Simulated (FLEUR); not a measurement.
# InP (F-43m) in FLEUR: further runs, part 2 of 2

FLEUR MaX-R8.1 (later development tree). The steps go on from the part before.

## 3. Band structure, LDA

Changes to inp.xml since step 2:

```diff
@@ -7,8 +7,5 @@
       <cutoffs Kmax="4.85" Gmax="15.0" GmaxXC="15.0" numbands="0"/>
-      <scfLoop itmax="80" minDistance="0.0001" maxIterBroyd="30" imix="Anderson" alpha="0.05" precondParam="0.0" spinf="2.0" sdNocoIR="T"/>
-      <coreElectrons ctail="F" frcor="F" kcrel="0" coretail_lmax="0"/>
-      <xcFunctional name="LibXC" relativisticCorrections="F">
-         <LibXCName exchange="mgga_x_r2scan" correlation="mgga_c_r2scan"/>
-         <AuxGGA exchange="117" correlation="130"/>
-      </xcFunctional>
+      <scfLoop itmax="60" minDistance="0.00001" maxIterBroyd="15" imix="Anderson" alpha="0.05" precondParam="0.0" spinf="2.0" sdNocoIR="T"/>
+      <coreElectrons ctail="T" frcor="F" kcrel="0" coretail_lmax="0"/>
+      <xcFunctional name="vwn" relativisticCorrections="F"/>
       <magnetism jspins="1"/>
```

Input file crystal.txt:

```
InP
&input cartesian=F /
0.0000000000  2.9305000000  2.9305000000
2.9305000000  0.0000000000  2.9305000000
2.9305000000  2.9305000000  0.0000000000
1.8897261246
1.0 1.0 1.0

2
49 0.0000000000  0.0000000000  0.0000000000
15 0.7500000000  0.7500000000  0.7500000000

&kpt div1=8 div2=8 div3=8 gamma=T /
```

Changes to inp.xml (bands) since step 2:

```diff
@@ -7,8 +7,5 @@
       <cutoffs Kmax="4.85" Gmax="15.0" GmaxXC="15.0" numbands="0"/>
-      <scfLoop itmax="80" minDistance="0.0001" maxIterBroyd="30" imix="Anderson" alpha="0.05" precondParam="0.0" spinf="2.0" sdNocoIR="T"/>
-      <coreElectrons ctail="F" frcor="F" kcrel="0" coretail_lmax="0"/>
-      <xcFunctional name="LibXC" relativisticCorrections="F">
-         <LibXCName exchange="mgga_x_r2scan" correlation="mgga_c_r2scan"/>
-         <AuxGGA exchange="117" correlation="130"/>
-      </xcFunctional>
+      <scfLoop itmax="60" minDistance="0.00001" maxIterBroyd="15" imix="Anderson" alpha="0.05" precondParam="0.0" spinf="2.0" sdNocoIR="T"/>
+      <coreElectrons ctail="T" frcor="F" kcrel="0" coretail_lmax="0"/>
+      <xcFunctional name="vwn" relativisticCorrections="F"/>
       <magnetism jspins="1"/>
```

Potentials or basis: all-electron, FLAPW.

Run with:

```
$ inpgen -f crystal.txt -profile fastHighL
$ # inp.xml edited to the form shown
$ fleur_MPI
$ fleur_MPI   # second run, on inp.xml (bands)
```

It took 4.9 min on 1 thread of Intel Xeon at 2.50GHz (Skylake/Cascade Lake), shared host; peak memory 0.09 GiB.

Results (log left out):

```yaml
Free_energy: -169231.5495 eV
Band_gap_on_the_k_mesh: 0.48 eV, direct
Band_gap_along_the_path: 0.48 eV, direct
Valence_electrons_inside_the_program's_atomic_spheres: In 19.05; P 8.81 (radii In 2.42, P 2.02 bohr)
```

Levels at the corners of the path, in eV from the valence-band top:
```tsv
point	band 12	band 13	band 14	band 15	band 16	band 17	band 18	band 19	band 20	band 21
Γ	-14.02	-11.56	0.00	0.00	0.00	0.48	3.96	3.96	3.96	8.28
X	-13.98	-9.13	-5.88	-2.36	-2.36	1.60	2.12	8.99	9.42	9.42
W	-14.01	-9.05	-5.73	-3.00	-2.97	4.18	4.27	5.40	6.05	9.99
K	-14.00	-9.15	-5.73	-3.37	-1.97	2.21	4.27	7.37	7.40	8.06
Γ	-14.02	-11.56	0.00	0.00	0.00	0.48	3.96	3.96	3.96	8.28
L	-14.01	-9.81	-5.84	-0.99	-0.99	1.31	4.70	4.70	6.90	9.23
U	-14.00	-9.15	-5.73	-3.37	-1.97	2.21	4.27	7.37	7.40	8.06
W	-14.01	-9.05	-5.73	-3.00	-2.97	4.18	4.27	5.40	6.05	9.99
L	-14.01	-9.81	-5.84	-0.99	-0.99	1.31	4.70	4.70	6.90	9.23
K	-14.00	-9.15	-5.73	-3.37	-1.97	2.21	4.27	7.37	7.40	8.06
U	-14.00	-9.15	-5.73	-3.37	-1.97	2.21	4.27	7.37	7.40	8.06
X	-13.98	-9.13	-5.88	-2.36	-2.36	1.60	2.12	8.99	9.42	9.42
```

Core levels (eV from the Fermi level):
| atom | levels |
| --- | --- |
| 1 In | 1s1/2 -27699.5, 2s1/2 -4143.5, 2p1/2 -3865.9, 2p3/2 -3655.4, 3s1/2 -782.2, 3p1/2 -670.0, 3p3/2 -632.0, 3d3/2 -432.8, 3d5/2 -425.0 |
| 2 P | 1s1/2 -2069.7, 2s1/2 -167.0 |

Caveat: spin-orbit coupling is left out, which moves the levels of the heavy elements.

## 4. Against experiment

Step 2. A measured gap of InP is 1.4236 eV (direct; 1.6 K; a printed reference work, data compilation); the calculated 1.17 eV misses it by -0.26 eV. Spin-orbit coupling on In is left out. The value is that of r2SCAN, without temperature or zero-point motion.

Step 3. A measured gap of InP is 1.4236 eV (direct; 1.6 K; a printed reference work, data compilation); the calculated 0.48 eV misses it by -0.94 eV. Spin-orbit coupling on In is left out. The value is that of LDA, without temperature or zero-point motion. Semilocal functionals fall short of measured gaps as a rule.
